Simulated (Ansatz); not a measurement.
K (sc type), DFT, PBE, norm-conserving pseudopotentials, Ansatz's default files, scalar-relativistic (Ansatz 0.2.0), on 1 thread of Arm Neoverse V2 (shared host).

Command: `ansatz run input.yaml --threads 1 --pin off --max-ram 2048MiB --backend cpu --events-out ev --progress --plain --runs-dir out`

```yaml
crystal:
  lattice:
    - [3.9090087601, 0.0, 0.0]
    - [0.0, 3.9090087601, 0.0]
    - [0.0, 0.0, 3.9090087601]
  atoms:
    - { symbol: K, position: [0.0, 0.0, 0.0] }
kpoints:
  mp_grid: { grid: [10, 10, 10] }
scf:
  occupations: { method: fermi_dirac, width: 0.08 }
hamiltonian:
  xc: pbe
  pseudopotentials: { kind: nc }
output:
  forces: true
  stress: true
  eigenvalues: true
```

Task: How large is the problem that the program sets up?

Result: 56 irreducible k-points, 3407 plane waves at Γ, 9 bands.

Task: About how long does it take?

Result: 4.4 s of wall time for 6 SCF iterations. Times on shared machines scatter by tens of per cent.
